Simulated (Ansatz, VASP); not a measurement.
# Ca in VASP and in Ansatz

```
Ca
1.0
    -2.23422    2.23422    2.22501
     2.23422   -2.23422    2.22501
     2.23422    2.23422   -2.22501
Ca
1
Direct
  0.50000 0.50000 0.00000
```

Change from the starting cell: volume scaled by 1.04.

Alike in both runs: task single point; functional PBE; k mesh 9 × 9 × 9; occupations fermi-dirac, width 0.05 eV; no spin polarisation.

|  | VASP | Ansatz |
| --- | --- | --- |
| version | VASP 6.6.1 | Ansatz 0.2.0 |
| potentials or method | VASP PAW PBE potentials, release 64 (Ca_sv), cutoff 520 eV | all-electron LAPW, scalar-relativistic |

```csv
,VASP,Ansatz,Ansatz less VASP
gap on the k mesh at the Fermi level (eV),none,none,-
pressure (GPa),-0.8,-0.8,-0.02
```

A gap of «none» marks a metal or a gap that the smearing closes. Ansatz ran all-electron here, so the differences hold the error of VASP's frozen core and of both bases.
